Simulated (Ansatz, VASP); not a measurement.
Ag: VASP beside Ansatz

The input INCAR:

```
SYSTEM = Ag
PREC     = Accurate       ! precision mode
ENCUT    = 520            ! plane-wave cutoff, eV
EDIFF    = 1E-6           ! SCF threshold, eV
ISMEAR   = 1              ! smearing method
SIGMA    = 0.0299         ! smearing width, eV
LREAL    = .False.        ! projectors in reciprocal space
LASPH    = .True.         ! aspherical terms in the spheres
NELM     = 60             ! most SCF steps
ALGO     = Normal         ! electronic algorithm
ISIF     = 2              ! what is computed and relaxed
LWAVE    = .False.        ! write WAVECAR
LCHARG   = .False.        ! write CHGCAR
GGA      = PE             ! functional
NBANDS   = 18             ! bands
```

KPOINTS

```
regular mesh
0
Gamma
  10 10 6
  0 0 0
```

POSCAR

```
Ag
1.0
    1.5183100000      2.6297870000      0.0000000000
   -1.5183100000      2.6297870000      0.0000000000
    0.0000000000      0.0000000000      4.7529300000
Ag
2
Direct
    0.3333300000      0.3333400000      0.2500000000
    0.6666600000      0.6666700000      0.7500000000
```

Input for Ansatz:

```yaml
crystal:
  lattice:
    - [1.51831, 2.629787, 0.0]
    - [-1.51831, 2.629787, 0.0]
    - [0.0, 0.0, 4.75293]
  atoms:
    - { symbol: Ag, position: [0.33333, 0.33334, 0.25] }
    - { symbol: Ag, position: [0.66666, 0.66667, 0.75] }
  symmetry: { tolerance: 0.0003 }
kpoints:
  mp_grid: { grid: [10, 10, 6], shift: [0, 0, 0] }
  band_path:
    path:
      - [0.0, 0.0, 0.0]
      - [0.5, 0.0, 0.0]
      - [0.66666667, 0.33333333, 0.0]
      - [0.0, 0.0, 0.0]
      - [0.0, 0.0, 0.5]
      - [0.5, 0.0, 0.5]
      - [0.66666667, 0.33333333, 0.5]
      - [0.0, 0.0, 0.5]
      - [0.5, 0.0, 0.5]
      - [0.5, 0.0, 0.0]
      - [0.66666667, 0.33333333, 0.5]
    npoints: 6
magnetization:
  spin_polarized: false
scf:
  occupations: { method: cold, width: 0.0299 }
  lower_state_search: "off"
  max_iter: 200
hamiltonian:
  pseudopotentials: { kind: paw }
  xc: pbe
basis:
  ecutwfc: 420
  fft_grid_basis: typed
output:
  forces: true
  stress: true
  eigenvalues: true
  bader: true
  populations: true
  elf: true
  write_potential: true
  volumetric_format: npy
  dos:
    e_range: [-12, 8]
    de: 0.05
    projected: { site_lists: { Ag: [Ag] } }
checkpoint:
  read: saved_state
```

Alike in both runs: task single point; functional PBE; k mesh 10 × 10 × 6; no spin polarisation.

```csv
,VASP,Ansatz
version,VASP 6.6.1,Ansatz 0.2.0
potentials or method,"VASP PAW PBE potentials, release 64 (Ag)",PAW plane waves
plane-wave cutoff (eV),520,420
occupations,"methfessel-paxton of order 1, width 0.0299 eV","cold, width 0.0299 eV"
valence electrons in the cell,22,38
```

```tsv
	VASP	Ansatz	Ansatz less VASP
pressure (GPa)	-4.2	-4.2	+0.07
largest component of the traceless stress (GPa)	1.36	1.40	+0.040
```

The two sets of potentials don't hold the same shells in valence. Ansatz warned: «structure_snapped_to_symmetry».
